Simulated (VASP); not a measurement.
# AlN in VASP: a series of runs, part 2 of 3

VASP 6.6.1.

## (3) Work function, PBEsol

This run uses another cell than the first one, of 12.52 Å³/atom, 0.638 times its volume.

File INCAR:

```
ALGO = Normal
DIPOL = 0.5 0.5 0.500
EDIFF = 1E-7
ENCUT = 520
GGA = PS
IDIPOL = 3
ISIF = 2
ISMEAR = 0
KPAR = 8
LASPH = T
LCHARG = T
LDIPOL = T
LREAL = F
LVACPOTAV = T
LVHAR = T
LWAVE = F
NELM = 100
PREC = Accurate
SIGMA = 0.05
```

File KPOINTS:

```
k-points
0
Gamma
  8 6 1
```

File POSCAR:

```
AlN
1.0
    3.1130000000      0.0000000000      0.0000000000
    0.0000000000      4.9810000000      0.0000000000
    0.0000000000      0.0000000000     19.3783311067
Al N
12 12
Direct
    0.0000000001      0.0000000000      0.1290100776
    0.5000000000      0.5000000000      0.1753838180
    0.5000000001      0.0000000000      0.2681312986
    1.0000000000      0.5000000000      0.3145050389
    0.0000000001      0.0000000000      0.4072525194
    0.5000000000      0.5000000000      0.4536262597
    0.5000000001      0.0000000000      0.5463737403
    1.0000000000      0.5000000000      0.5927474806
    0.0000000001      0.0000000000      0.6854949611
    0.5000000000      0.5000000000      0.7318687014
    0.5000000001      0.0000000000      0.8246161820
    1.0000000000      0.5000000000      0.8709899224
    0.0000000001      0.3800000000      0.1290100776
    0.5000000000      0.8800000000      0.1753838180
    0.5000000001      0.3800000000      0.2681312986
    1.0000000000      0.8800000000      0.3145050389
    0.0000000001      0.3800000000      0.4072525194
    0.5000000000      0.8800000000      0.4536262597
    0.5000000001      0.3800000000      0.5463737403
    1.0000000000      0.8800000000      0.5927474806
    0.0000000001      0.3800000000      0.6854949611
    0.5000000000      0.8800000000      0.7318687014
    0.5000000001      0.3800000000      0.8246161820
    1.0000000000      0.8800000000      0.8709899224
```

Potentials or basis: VASP PAW PBE potentials, release 64 (Al, N).

On the command line:

```bash
cat potpaw_PBE.64/Al/POTCAR potpaw_PBE.64/N/POTCAR > POTCAR
mpirun -np 8 vasp_std > vasp.out
```

OUTCAR:

```text
EDIFF = 1E-7
   ENCUT = 520
   GGA = PS
   ISIF = 2
   ISMEAR = 0
   LASPH = T
   LREAL = F
   NELM = 100
   PREC = Accurate

 ion  position               nearest neighbor table
   1  0.000  0.000  0.129-  13 1.89  14 1.89  14 1.89   2 3.07   2 3.07   2 3.07   2 3.07   3 3.11
                             3 3.11
   2  0.500  0.500  0.175-  14 1.89  15 1.89  13 1.89  13 1.89   3 3.07   3 3.07   1 3.07   1 3.07
                             1 3.07   1 3.07   4 3.11   4 3.11
   3  0.500  0.000  0.268-  15 1.89  16 1.89  16 1.89  14 1.89   4 3.07   4 3.07   4 3.07   4 3.07
                             2 3.07   2 3.07   5 3.11   5 3.11   1 3.11   1 3.11
   4  0.000  0.500  0.315-  16 1.89  17 1.89  15 1.89  15 1.89   5 3.07   5 3.07   3 3.07   3 3.07
                             3 3.07   3 3.07   6 3.11   6 3.11   2 3.11   2 3.11
[... 1537 lines left out ...]
  external PRESSURE =     -21.2162955 kB  Pullay stress =       0.0000000 kB

 VOLUME and BASIS-vectors are now :
 -----------------------------------------------------------------------------
  energy-cutoff  :      520.00
  volume of cell :      300.48
      direct lattice vectors                 reciprocal lattice vectors
     3.113000000  0.000000000  0.000000000     0.321233537  0.000000000  0.000000000
     0.000000000  4.981000000  0.000000000     0.000000000  0.200762899  0.000000000
     0.000000000  0.000000000 19.378331107     0.000000000  0.000000000  0.051604031

 POSITION                                       TOTAL-FORCE (eV/Angst)
 -----------------------------------------------------------------------------------
      0.00000      0.00000      2.50000         0.000000      1.725080      1.831730
      1.55650      2.49050      3.39865         0.000000     -1.217106     -1.572022
      1.55650      0.00000      5.19594         0.000000      0.325005      0.203325
      0.00000      2.49050      6.09458         0.000000     -0.301063     -0.120861
      0.00000      0.00000      7.89187         0.000000     -0.077332      0.040732
      1.55650      2.49050      8.79052         0.000000     -0.151315     -0.024792
[... 16 lines left out ...]
      1.55650      1.89278     15.97969         0.000000     -0.182926      1.170250
      0.00000      4.38328     16.87833         0.000000     -0.713464     -0.370046
 -----------------------------------------------------------------------------------
    total drift:                               -0.000001     -0.001836     -0.000003

  FREE ENERGIE OF THE ION-ELECTRON SYSTEM (eV)
  ---------------------------------------------------
  free  energy   TOTEN  =      -182.4685715874 eV

  energy  without entropy=     -182.4685715874  energy(sigma->0) =     -182.46857159
```

stdout:

```text
POSCAR found type information on POSCAR AlN
 POSCAR found :  2 types and      24 ions
 scaLAPACK will be used
 -----------------------------------------------------------------------------
|                                                                             |
|           W    W    AA    RRRRR   N    N  II  N    N   GGGG   !!!           |
[... 100 lines left out ...]
|                                                                             |
|     Did not find any points to average over, which means that no vacuum     |
|     field-free region was found. Please increase the size of  your cell     |
|     in the dimension of the dipole correction to obtain accurate            |
|     workfunction values.                                                    |
|
```

Run time: 86 s. Hardware: 8 MPI ranks of Intel Xeon Platinum 8488C (Sapphire Rapids), shared host; peak memory 0.51 GiB.

What came out:

| Item | Value |
| --- | --- |
| Free energy | -182.4686 eV |
| Largest force | 2.516 eV/Å |
| Band gap on the k mesh | 1.41 eV, indirect (least direct gap 1.43 eV) |

Forces in eV/Å, atoms in the order of the input:
```
Al   0.000  1.725  1.832
Al   0.000 -1.217 -1.572
Al   0.000  0.325  0.203
Al   0.000 -0.301 -0.121
Al   0.000 -0.077  0.041
Al   0.000 -0.151 -0.025
Al   0.000 -0.151  0.025
Al   0.000 -0.077 -0.041
Al   0.000 -0.301  0.121
Al   0.000  0.325 -0.203
Al   0.000 -1.217  1.572
Al   0.000  1.725 -1.832
N    0.000 -0.713  0.370
N    0.000 -0.183 -1.170
N    0.000  0.220  0.486
N    0.000  0.109 -0.196
N    0.000  0.135  0.075
N    0.000  0.129 -0.044
N    0.000  0.129  0.044
N    0.000  0.135 -0.075
N    0.000  0.109  0.196
N    0.000  0.220 -0.486
N    0.000 -0.183  1.170
N    0.000 -0.713 -0.370
```

Levels at points of the mesh, in eV from the valence-band top:
```
           k point  band 46  band 47  band 48  band 49  band 50  band 51
(0.00, 0.00, 0.00)    -0.16    -0.02    -0.02     1.41     1.87     4.01
(0.50, 0.00, 0.00)    -1.37    -0.36    -0.25     2.90     3.10     4.66
(0.00, 0.50, 0.00)    -0.37    -0.21    -0.21     1.83     1.83     4.73
(0.50, 0.50, 0.00)    -1.33     0.00     0.00     2.96     2.96     4.57
```

Caveat: the PAW data sets were made with another functional, which shifts forces and pressure a little. PBEsol gaps usually lie below the measured ones, often by a third to a half.

## (4) Work function, PBEsol

This run uses another cell than the first one, of 15.75 Å³/atom, 0.802 times its volume.

INCAR is that of step 3.

KPOINTS is that of step 3.

File POSCAR:

```
AlN
1.0
    3.1130000000      0.0000000000      0.0000000000
    0.0000000000      4.9810000000      0.0000000000
    0.0000000000      0.0000000000     24.3783311067
Al N
12 12
Direct
    0.0000000001      0.0000000000      0.2051001760
    0.5000000000      0.5000000000      0.2419626541
    0.5000000001      0.0000000000      0.3156876101
    1.0000000000      0.5000000000      0.3525500881
    0.0000000001      0.0000000000      0.4262750440
    0.5000000000      0.5000000000      0.4631375220
    0.5000000001      0.0000000000      0.5368624780
    1.0000000000      0.5000000000      0.5737249560
    0.0000000001      0.0000000000      0.6474499119
    0.5000000000      0.5000000000      0.6843123899
    0.5000000001      0.0000000000      0.7580373459
    1.0000000000      0.5000000000      0.7948998240
    0.0000000001      0.3800000000      0.2051001760
    0.5000000000      0.8800000000      0.2419626541
    0.5000000001      0.3800000000      0.3156876101
    1.0000000000      0.8800000000      0.3525500881
    0.0000000001      0.3800000000      0.4262750440
    0.5000000000      0.8800000000      0.4631375220
    0.5000000001      0.3800000000      0.5368624780
    1.0000000000      0.8800000000      0.5737249560
    0.0000000001      0.3800000000      0.6474499119
    0.5000000000      0.8800000000      0.6843123899
    0.5000000001      0.3800000000      0.7580373459
    1.0000000000      0.8800000000      0.7948998240
```

Potentials or basis: VASP PAW PBE potentials, release 64 (Al, N).

On the command line:

```bash
cat potpaw_PBE.64/Al/POTCAR potpaw_PBE.64/N/POTCAR > POTCAR
mpirun -np 8 vasp_std > vasp.out
```

OUTCAR:

```text
EDIFF = 1E-7
   ENCUT = 520
   GGA = PS
   ISIF = 2
   ISMEAR = 0
   LASPH = T
   LREAL = F
   NELM = 100
   PREC = Accurate

 ion  position               nearest neighbor table
   1  0.000  0.000  0.205-  13 1.89  14 1.89  14 1.89   2 3.07   2 3.07   2 3.07   2 3.07   3 3.11
                             3 3.11
   2  0.500  0.500  0.242-  14 1.89  15 1.89  13 1.89  13 1.89   3 3.07   3 3.07   1 3.07   1 3.07
                             1 3.07   1 3.07   4 3.11   4 3.11
   3  0.500  0.000  0.316-  15 1.89  16 1.89  14 1.89  16 1.89   4 3.07   4 3.07   2 3.07   2 3.07
                             4 3.07   4 3.07   5 3.11   5 3.11   1 3.11   1 3.11
   4  0.000  0.500  0.353-  16 1.89  17 1.89  15 1.89  15 1.89   5 3.07   5 3.07   3 3.07   3 3.07
                             3 3.07   3 3.07   6 3.11   6 3.11   2 3.11   2 3.11
   5  0.000  0.000  0.426-  17 1.89  16 1.89  18 1.89  18 1.89   4 3.07   4 3.07   6 3.07   6 3.07
                             6 3.07   6 3.07   3 3.11   3 3.11   7 3.11   7 3.11
   6  0.500  0.500  0.463-  18 1.89  17 1.89  19 1.89  17 1.89   5 3.07   5 3.07   7 3.07   7 3.07
                             5 3.07   5 3.07   4 3.11   4 3.11   8 3.11   8 3.11
   7  0.500  0.000  0.537-  19 1.89  20 1.89  18 1.89  20 1.89   8 3.07   8 3.07   6 3.07   6 3.07
                             8 3.07   8 3.07   9 3.11   9 3.11   5 3.11   5 3.11
   8  0.000  0.500  0.574-  20 1.89  21 1.89  19 1.89  19 1.89   9 3.07   9 3.07   7 3.07   7 3.07
                             7 3.07   7 3.07  10 3.11  10 3.11   6 3.11   6 3.11
   9  0.000  0.000  0.647-  21 1.89  20 1.89  22 1.89  22 1.89   8 3.07   8 3.07  10 3.07  10 3.07
                            10 3.07  10 3.07   7 3.11   7 3.11  11 3.11  11 3.11
  10  0.500  0.500  0.684-  22 1.89  21 1.89  23 1.89  21 1.89   9 3.07   9 3.07  11 3.07  11 3.07
                             9 3.07   9 3.07   8 3.11   8 3.11  12 3.11  12 3.11
  11  0.500  0.000  0.758-  23 1.89  22 1.89  24 1.89  24 1.89  10 3.07  10 3.07  12 3.07  12 3.07
                            12 3.07  12 3.07   9 3.11   9 3.11
  12  0.000  0.500  0.795-  24 1.89  23 1.89  23 1.89  11 3.07  11 3.07  11 3.07  11 3.07  10 3.11
                            10 3.11
  13  0.000  0.380  0.205-   1 1.89   2 1.89   2 1.89
  14  0.500  0.880  0.242-   2 1.89   3 1.89   1 1.89   1 1.89
  15  0.500  0.380  0.316-   3 1.89   4 1.89   2 1.89   4 1.89
  16  0.000  0.880  0.353-   4 1.89   5 1.89   3 1.89   3 1.89
  17  0.000  0.380  0.426-   5 1.89   4 1.89   6 1.89   6 1.89
  18  0.500  0.880  0.463-   6 1.89   5 1.89   7 1.89   5 1.89
  19  0.500  0.380  0.537-   7 1.89   8 1.89   6 1.89   8 1.89
[... 228 lines left out ...]

 Free energy of the ion-electron system (eV)
  ---------------------------------------------------
  ext. energy  EPLUGINS =         0.00000000
  ---------------------------------------------------
  free energy    TOTEN  =      -182.38973608 eV

  energy without entropy =     -182.38973608  energy(sigma->0) =     -182.38973608

 E-fermi :   3.0342     XC(G=0):  -8.0488

 val. band max:        2.7491330102   @ k =   0.5000   0.5000   0.0000
 cond. band min:       4.2450679072   @ k =   0.0000   0.0000   0.0000
 fundamental gap:      1.4959348970
 Fermi energy:         3.0341913174

 k-point     1 :       0.0000    0.0000    0.0000
  band No.  band energies     occupation
      1     -12.9843      2.00000
      2     -12.7547      2.00000
      3     -12.4072      2.00000
      4     -11.9716      2.00000
      5     -11.5020      2.00000
      6     -11.1499      2.00000
[... 1249 lines left out ...]
     59       8.3463      0.00000
     60       8.3464      0.00000
 [bands above 60 left out]

------------------------ aborting loop because EDIFF is reached ----------------------------------------

  FORCE on cell =-STRESS in cart. coord.  units (eV):
  Direction    XX          YY          ZZ          XY          YZ          ZX
  --------------------------------------------------------------------------------------
  -------------------------------------------------------------------------------------
  Total       -0.9831872     -7.3785790     -3.2091458      0.0000000      0.0000000      0.0000000
  in kB       -4.1672271    -31.2740181    -13.6019259      0.0000000      0.0000000      0.0000000
  external PRESSURE =     -16.3477237 kB  Pullay stress =       0.0000000 kB

 VOLUME and BASIS-vectors are now :
 -----------------------------------------------------------------------------
  energy-cutoff  :      520.00
  volume of cell :      378.01
      direct lattice vectors                 reciprocal lattice vectors
     3.113000000  0.000000000  0.000000000     0.321233537  0.000000000  0.000000000
     0.000000000  4.981000000  0.000000000     0.000000000  0.200762899  0.000000000
     0.000000000  0.000000000 24.378331107     0.000000000  0.000000000  0.041020035

 POSITION                                       TOTAL-FORCE (eV/Angst)
 -----------------------------------------------------------------------------------
      0.00000      0.00000      5.00000         0.000000      1.746291      1.920252
      1.55650      2.49050      5.89865         0.000000     -1.233238     -1.584195
      1.55650      0.00000      7.69594         0.000000      0.331332      0.205385
      0.00000      2.49050      8.59458         0.000000     -0.303008     -0.123707
      0.00000      0.00000     10.39187         0.000000     -0.076552      0.041427
      1.55650      2.49050     11.29052         0.000000     -0.151487     -0.026069
[... 16 lines left out ...]
      1.55650      1.89278     18.47969         0.000000     -0.188806      1.164629
      0.00000      4.38328     19.37833         0.000000     -0.719146     -0.400092
 -----------------------------------------------------------------------------------
    total drift:                               -0.000001     -0.000806     -0.000003

  FREE ENERGIE OF THE ION-ELECTRON SYSTEM (eV)
  ---------------------------------------------------
  free  energy   TOTEN  =      -182.3897360809 eV

  energy  without entropy=     -182.3897360809  energy(sigma->0) =     -182.38973608

 vacuum level on the upper side and lower side of the slab         7.763         7.763
```

stdout:

```text
POSCAR found type information on POSCAR AlN
 POSCAR found :  2 types and      24 ions
 scaLAPACK will be used
 -----------------------------------------------------------------------------
|                                                                             |
[... 53 lines left out ...]
|     field-free region was found. Please increase the size of  your cell     |
|     in the dimension of the dipole correction to obtain accurate            |
|     workfunction values.                                                    |
|                                                                             |
 -----------------------------------------------------------------------------
```

It took 2.3 min on 8 MPI ranks of Intel Xeon Platinum 8488C (Sapphire Rapids), shared host; peak memory 0.63 GiB.

What came out:

```
Free energy                            : -182.3897 eV
Largest force                          : 2.596 eV/Å
Band gap on the k mesh                 : 1.50 eV, indirect (least direct gap 1.53 eV)
Ionisation potential of the upper face : 5.01 eV
```

Forces in eV/Å, atoms in the order of the input:
```
Al   0.000  1.746  1.920
Al   0.000 -1.233 -1.584
Al   0.000  0.331  0.205
Al   0.000 -0.303 -0.124
Al   0.000 -0.077  0.041
Al   0.000 -0.151 -0.026
Al   0.000 -0.151  0.026
Al   0.000 -0.077 -0.041
Al   0.000 -0.303  0.124
Al   0.000  0.331 -0.205
Al   0.000 -1.233  1.584
Al   0.000  1.746 -1.920
N    0.000 -0.719  0.400
N    0.000 -0.189 -1.165
N    0.000  0.223  0.493
N    0.000  0.109 -0.197
N    0.000  0.134  0.077
N    0.000  0.129 -0.044
N    0.000  0.129  0.044
N    0.000  0.134 -0.077
N    0.000  0.109  0.197
N    0.000  0.223 -0.493
N    0.000 -0.189  1.165
N    0.000 -0.719 -0.400
```

Caveat: the PAW data sets were made with another functional, which shifts forces and pressure a little. A hybrid or GW would open this gap; PBEsol tends to underestimate it.

(Part 2 of 3 ends here.)
